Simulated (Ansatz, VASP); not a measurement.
**HfO2: VASP beside Ansatz**

```
Hf O
1.0
     0.00000    2.55561    2.52207
     2.42118    0.00000    2.52207
     2.42118    2.55561    0.00000
Hf O
1 2
Direct
  0.00000 0.00000 0.00000
  0.25000 0.25000 0.25000
  0.75000 0.75000 0.75000
```

Change from the starting cell: normal strain along x -0.0400, normal strain along y +0.0133.

Alike in both runs: task single point; functional PBEsol; k mesh 8 × 8 × 8; occupations gaussian, width 0.05 eV; no spin polarisation.

```csv
,VASP,Ansatz
version,VASP 6.6.1,Ansatz 0.2.0
potentials or method,"VASP PAW PBE potentials, release 64 (Hf_pv, O)","scalar-relativistic, plane waves, PAW"
plane-wave cutoff (eV),520,520
valence electrons in the cell,22,38
```

|  | VASP | Ansatz | Ansatz less VASP |
| --- | --- | --- | --- |
| gap on the k mesh at the Fermi level (eV) | 3.18 | 3.17 | -0.004 |
| least direct gap on the mesh (eV) | 3.36 | 3.34 | -0.018 |
| pressure (GPa) | 3.9 | 7.9 | +4.03 |
| largest component of the traceless stress (GPa) | 15.61 | 15.32 | -0.288 |

One of these differences is far larger than is usual between the two programs; its cause wasn't traced. With one functional, cell and mesh, what is left measures potentials, basis and numerics. The two sets of potentials don't hold the same shells in valence. Ansatz warned: «pseudo_functional_mismatch».

Caveats: the PAW data sets were made with another functional, which shifts forces and pressure a little (VASP); spin-orbit coupling is left out, which moves the levels of the heavy elements. A k mesh can miss the band edges.
